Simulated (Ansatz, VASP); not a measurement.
## Two plane-wave programs on PbS

INCAR

```
SYSTEM = PbS
  PREC = Accurate
  ENCUT = 520
  EDIFF = 1E-6
  ISMEAR = 0
  SIGMA = 0.05
  LREAL = .FALSE.
  LASPH = .TRUE.
  NELM = 60
  ALGO = Normal
  ISIF = 2
  LWAVE = .FALSE.
  LCHARG = .FALSE.
  GGA = CA
  NBANDS = 17
```

Contents of KPOINTS:

```
Automatic mesh
0
G
  10 10 10
  0 0 0
```

The input POSCAR:

```
PbS
1.0
    0.0000000000      3.0045317637      3.0045317637
    3.0045317637      0.0000000000      3.0045317637
    3.0045317637      3.0045317637      0.0000000000
Pb S
1 1
Direct
    0.5000000000      0.5000000000      0.5000000000
    0.0000000000      0.0000000000      0.0000000000
```

Input for Ansatz:

```yaml
crystal:
  lattice:
    - [0.0, 3.0045317637, 3.0045317637]
    - [3.0045317637, 0.0, 3.0045317637]
    - [3.0045317637, 3.0045317637, 0.0]
  atoms:
    - { symbol: Pb, position: [0.5, 0.5, 0.5] }
    - { symbol: S, position: [0.0, 0.0, 0.0] }
basis:
  ecutwfc: 420
  ecutrho_ratio: 4
kpoints:
  mp_grid: { grid: [10, 10, 10] }
hamiltonian:
  xc: lda
scf:
  occupations: { method: gaussian, width: 0.05 }
output:
  forces: true
  stress: true
  eigenvalues: true
  populations: true
```

Alike in both runs: task single point; functional LDA; k mesh 10 × 10 × 10; occupations gaussian, width 0.05 eV; no spin polarisation.

```csv
,VASP,Ansatz
version,VASP 6.6.1,Ansatz 0.2.0
potentials or method,"VASP PAW LDA potentials, release 64 (Pb_d, S)","scalar-relativistic, plane waves, PAW"
plane-wave cutoff (eV),520,420
valence electrons in the cell,20,20
```

```csv
,VASP,Ansatz,Ansatz less VASP
gap on the k mesh at the Fermi level (eV),0.34,0.36,+0.022
least direct gap on the mesh (eV),0.34,0.36,+0.022
pressure (GPa),-4.5,-4.5,-0.03
```

Caveats: spin-orbit coupling is left out, which as a rule narrows the gap of such compounds by several tenths of an eV.
